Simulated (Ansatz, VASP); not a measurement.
# Two plane-wave programs on Cr

File INCAR:

```
SYSTEM = Cr
PREC = Accurate
ENCUT = 520
EDIFF = 1E-7
ISMEAR = -1
SIGMA = 0.1
LREAL = .False.
LASPH = .True.
NELM = 80
ALGO = Normal
ISIF = 2
LWAVE = .False.
LCHARG = .True.
GGA = RP
LELF = .True.
LVHAR = .True.
NBANDS = 19
```

The input KPOINTS:

```
regular mesh
0
Gamma
  12 12 12
  0 0 0
```

Contents of POSCAR:

```
Cr
1.0
    0.0000000000      2.6763603914      2.6763603914
    2.6763603914      0.0000000000      2.6763603914
    2.6763603914      2.6763603914      0.0000000000
Cr
2
Direct
    0.1250000000      0.1250000000      0.1250000000
    0.8750000000      0.8750000000      0.8750000000
```

Input for Ansatz:

```yaml
crystal:
  lattice:
    - [0.0, 2.6763603914, 2.6763603914]
    - [2.6763603914, 0.0, 2.6763603914]
    - [2.6763603914, 2.6763603914, 0.0]
  atoms:
    - { symbol: Cr, position: [0.125, 0.125, 0.125] }
    - { symbol: Cr, position: [0.875, 0.875, 0.875] }
hamiltonian:
  xc: rpbe
  pseudopotentials:
    kind: paw
    azcp:
      Cr: "pseudopotentials/Cr.paw.azcp"
basis:
  ecutwfc: 420
  fft_grid_basis: typed
kpoints:
  mp_grid: { grid: [12, 12, 12], shift: [0, 0, 0] }
magnetization:
  spin_polarized: false
scf:
  occupations: { method: fermi_dirac, width: 0.1 }
  lower_state_search: "off"
output:
  stress: true
```

Alike in both runs: task single point; functional RPBE; k mesh 12 × 12 × 12; occupations fermi-dirac, width 0.1 eV; no spin polarisation.

|  | VASP | Ansatz |
| --- | --- | --- |
| version | VASP 6.6.1 | Ansatz 0.2.0 |
| potentials or method | VASP PAW PBE potentials, release 64 (Cr_pv) | plane waves (420 eV) with PAW, scalar-relativistic |
| plane-wave cutoff (eV) | 520 | 420 |
| valence electrons in the cell | 24 | 28 |

|  | VASP | Ansatz | Ansatz less VASP |
| --- | --- | --- | --- |
| pressure (GPa) | -8.6 | -8.6 | +0.03 |

With one functional, cell and mesh, what is left measures potentials, basis and numerics. The two sets of potentials don't hold the same shells in valence.

Caveats: the PAW data sets were made with another functional, which shifts forces and pressure a little (VASP); the run has no spin polarisation, though such a crystal can be magnetic. Spin polarisation is off, so any magnetic state and its effect on volume and gap are missing.
